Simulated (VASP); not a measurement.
## Ba: work function with PBE

Ba, a slab with vacuum:

```
CELL_PARAMETERS angstrom
3.91000 0.00000 0.00000
-1.95500 3.65000 0.00000
0.00000 0.00000 20.70000
ATOMIC_POSITIONS crystal
Ba 0.00000 0.00000 0.36232
Ba 0.00000 0.00000 0.63768
```

The slab is cut from a database's or a generator's crystal, which needn't be the stable form of the element.

```
Program                : VASP 6.6.1
Task                   : work function
Functional             : PBE
Potentials or basis    : VASP PAW PBE potentials, release 64 (Ba_sv)
Cutoff                 : 520 eV
k mesh                 : 8 × 8 × 1
Occupations            : fermi-dirac, width 0.05 eV
Spin                   : no spin polarisation
Dipole correction      : yes
Further INCAR settings : ALGO = Fast; EDIFF = 1e-06
```

The largest force is 0.192 eV/Å and the band gap on the k mesh is none (metal or under the smearing width). The work function of the upper face is 2.51 eV. The work function of the lower face is 2.51 eV.

Forces in eV/Å, atoms in the order of the input:
```
Ba   0.000  0.000  0.192
Ba   0.000  0.000 -0.192
```

Levels at points of the mesh, in eV from the Fermi level:
```csv
k point,band 8,band 9,band 10,band 11,band 12,band 13
"(0.00, 0.00, 0.00)",-13.82,-2.26,-1.98,-0.13,0.32,0.34
"(0.50, 0.00, 0.00)",-14.09,-0.74,-0.67,-0.10,0.24,1.62
"(0.00, 0.50, 0.00)",-13.95,-0.71,-0.63,-0.16,0.20,1.33
```

Run time: 7.3 min on 1 thread of Intel(R) Xeon(R) Platinum 8375C CPU @ 2.90GHz (Ice Lake), on a shared host, peak memory 0.42 GiB.

Spin-orbit coupling is left out, which matters for the levels of Ba.
